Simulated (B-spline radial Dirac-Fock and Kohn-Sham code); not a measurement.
**How the levels of mercury move as electrons are removed**

Method: relaxed Dirac-Fock hole states (ΔSCF) with Breit and QED corrections and a finite nucleus. Computed with a radial B-spline solver. Each ion is free and in its tabulated ground configuration. Correlation and solid-state effects are left out.

Reference: Hg⁴¹⁺, [Kr] 4d3, with 1s 85026.6 eV, 2s 16780.5 eV, 2p1/2 16141.0 eV, 3d3/2 4264.1 eV, 3d5/2 4170.5 eV. Shifts from it, in eV (a dash: the subshell is empty, belongs to an open shell averaged over j, or its hole state is left out as unreliable):

| ion | configuration | 1s | 2s | 2p1/2 | 3d3/2 | 3d5/2 |
| --- | --- | --- | --- | --- | --- | --- |
| Hg⁴²⁺ | [Kr] 4d2 | +86.0 | +84.6 | +85.2 | +77.2 | +76.9 |
| Hg⁴³⁺ | [Kr] 4d1 | +173.3 | +170.3 | +171.6 | +155.3 | +154.6 |
| Hg⁴⁴⁺ | [Ar] 3d10 4s2 4p6 | +261.7 | +257.2 | +259.1 | +234.3 | +233.3 |
| Hg⁴⁵⁺ | [Ar] 3d10 4s2 4p5 | ? | ? | ? | ? | ? |
| Hg⁴⁶⁺ | [Ar] 3d10 4s2 4p4 | +454.4 | +432.6 | +436.9 | +393.2 | +391.5 |
| Hg⁴⁷⁺ | [Ar] 3d10 4s2 4p3 | +552.3 | +521.7 | – | +473.6 | +471.7 |

Question: Give the missing shifts for Hg⁴⁵⁺.

Answer: 1s +357.5, 2s +344.4, 2p1/2 +347.5, 3d3/2 +313.4, 3d5/2 +312.1 (eV).
